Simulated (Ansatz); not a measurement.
MgTe (F-43m) from a database structure, relaxed with r2SCAN. The symmetry is F-43m (No. 216, cubic); a = 6.466 Å in the conventional setting, 33.80 Å³ an atom. Around Mg lie 4 Te at 2.80 Å; around Te lie 4 Mg at 2.80 Å.

```
Mg Te
1.0
     0.00000    3.23312    3.23312
     3.23312    0.00000    3.23312
     3.23312    3.23312    0.00000
Mg Te
1 1
Direct
  0.00000 0.00000 0.00000
  0.75000 0.75000 0.75000
```

4 runs of Ansatz 0.2.0 on this cell differ in the functional (and in the settings that go with it). Levels are in eV from each run's valence top; v1 is the last filled band, c1 the first empty one.

Run A, mean stress +2.1 GPa (compression positive):
```
point      v4     v3     v2     v1    c1     c2
    Γ  -14.06   0.00   0.00   0.00  9.00  12.20
    X  -12.79  -4.14  -1.62  -1.62  8.77   9.80
    U  -12.82  -3.76  -2.61  -1.30  9.58  11.81
    L  -13.12  -4.39  -0.57  -0.57  9.70  12.13
```

Run B, mean stress +0.1 GPa (compression positive):
```
point      v4     v3     v2     v1    c1    c2
    Γ  -10.93   0.00   0.00   0.00  3.48  6.64
    X  -10.06  -3.28  -1.27  -1.27  3.84  4.61
    U  -10.07  -3.01  -2.08  -1.03  4.49  6.36
    L  -10.28  -3.47  -0.45  -0.45  4.30  6.68
```

Run C, mean stress 0.0 GPa (compression positive):
```
point      v4     v3     v2     v1    c1    c2
    Γ  -10.49   0.00   0.00   0.00  3.10  6.01
    X   -9.66  -3.03  -1.19  -1.19  3.23  4.05
    U   -9.68  -2.77  -1.96  -0.96  3.89  5.73
    L   -9.87  -3.22  -0.42  -0.42  3.83  6.03
```

Run D, mean stress -1.6 GPa (compression positive):
```
point      v4     v3     v2     v1    c1    c2
    Γ  -10.27   0.00   0.00   0.00  2.18  5.40
    X   -9.50  -3.06  -1.18  -1.18  2.72  3.43
    U   -9.51  -2.82  -1.95  -0.95  3.34  5.11
    L   -9.70  -3.24  -0.42  -0.42  3.06  5.47
```

Task: Match the runs to LDA, r2SCAN, DDH-PBE0, Hartree-Fock.

Result: A is Hartree-Fock, B is DDH-PBE0, C is r2SCAN, D is LDA. In order of the gap: LDA 2.18, r2SCAN 3.10, DDH-PBE0 3.48, Hartree-Fock 8.77 eV.

Spin-unpolarised throughout; all numbers are computed.

Spin-orbit coupling is left out, which matters wherever the heavy atoms make up the band edges.

The stress of a hybrid is loosely converged in these runs.
